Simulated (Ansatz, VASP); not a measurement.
## Two plane-wave programs on GaN

```
CELL_PARAMETERS angstrom
3.08964 0.00000 0.00000
-1.54482 2.67570 0.00000
0.00000 0.00000 5.34007
ATOMIC_POSITIONS crystal
Ga 0.66667 0.33333 0.50426
Ga 0.33333 0.66667 0.00426
N 0.66667 0.33333 0.87074
N 0.33333 0.66667 0.37074
```

Change from the starting cell: biaxial strain in the a-b plane, c and atoms relaxed: -4.0 %.

Alike in both runs: functional PBE; k mesh 12 × 12 × 6; occupations gaussian, width 0.02 eV; no spin polarisation.

Ansatz relaxed the structure, and its values are those at the end. VASP's run is a single point on that final structure, the one shown.

|  | VASP | Ansatz |
| --- | --- | --- |
| version | VASP 6.6.1 | Ansatz 0.2.0 |
| potentials or method | VASP PAW PBE potentials, release 64 (Ga_d, N) | scalar-relativistic, plane waves, PAW |
| plane-wave cutoff (eV) | 520 | 420 |
| valence electrons in the cell | 36 | 36 |

Ansatz gave:

* gap on the k mesh at the Fermi level (eV): 1.79
* least direct gap on the mesh (eV): 1.79
* pressure (GPa): 12.4

Task: Which values does VASP return?

Result: gap on the k mesh at the Fermi level (eV): 1.80; least direct gap on the mesh (eV): 1.80; pressure (GPa): 12.4.

With one functional, cell and mesh, what is left measures potentials, basis and numerics.
